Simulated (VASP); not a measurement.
Set up this calculation in VASP 6.6.1, as the native input.

| Item | Value |
| --- | --- |
| Task | relaxation of cell and atoms |
| Functional | RPBE |
| Dispersion | D3 |
| Potentials or basis | VASP PAW PBE potentials, release 64 (Hf_pv) |
| Cutoff | 600 eV |
| k mesh | 9 × 9 × 9 |
| Occupations | fermi-dirac, width 0.05 eV |
| Spin | no spin polarisation |
| Further INCAR settings | ALGO = Fast; EDIFF = 1e-06; IBRION = 2; EDIFFG = -0.005; NSW = 60; ISIF = 3 |

The structure of Hf lies in POSCAR:

```
Hf
1.0
    2.9138100000      0.0000000000      0.0000000000
    0.0000000000      2.9138100000      0.0000000000
    0.0000000000      0.0000000000      2.9138100000
Hf
1
Direct
    0.5000000000      0.5000000000      0.5000000000
```

The cell was built by a generator and needn't be a form met in nature.

The input as run:

INCAR

```
SYSTEM = Hf
  PREC = Accurate
  ENCUT = 600
  EDIFF = 1E-6
  ISMEAR = -1
  SIGMA = 0.05
  LREAL = .FALSE.
  LASPH = .TRUE.
  NELM = 60
  ALGO = Fast
  ISIF = 3
  LWAVE = .FALSE.
  LCHARG = .FALSE.
  GGA = RP
  IVDW = 11
  IBRION = 2
  NSW = 60
  EDIFFG = -0.005
```

KPOINTS

```
Automatic mesh
0
G
  9 9 9
  0 0 0
```

Potentials or basis: VASP PAW PBE potentials, release 64 (Hf_pv).

Command:

```sh
$ cat potpaw_PBE.64/Hf_pv/POTCAR > POTCAR
$ mpirun -np 1 vasp_std > vasp.out
```

Results of the run:

| Item | Value |
| --- | --- |
| Relaxed volume | 24.67 Å³/atom |
| Relaxed cell | a = 2.911 Å, b = 2.911 Å, c = 2.911 Å, α = 90.00°, β = 90.00°, γ = 90.00° |
| Space group after relaxing (to 0.05 Å) | Pm-3m (No. 221) |
| Energy gained by relaxing | 0.0 meV/atom |
| Ionic steps | 18 |
| Pressure after relaxing | 0.0 GPa |
| Band gap on the k mesh | none (metal or under the smearing width) |
| Dispersion energy per atom | -0.490 eV |

Caveat: the PAW data sets were made with another functional, which shifts forces and pressure a little; pairwise dispersion overbinds metals, which lowers pressure and volume.

Run time: 19 s on 1 thread of Intel(R) Xeon(R) 6975P-C (Granite Rapids) (shared host), peak memory 0.15 GiB.
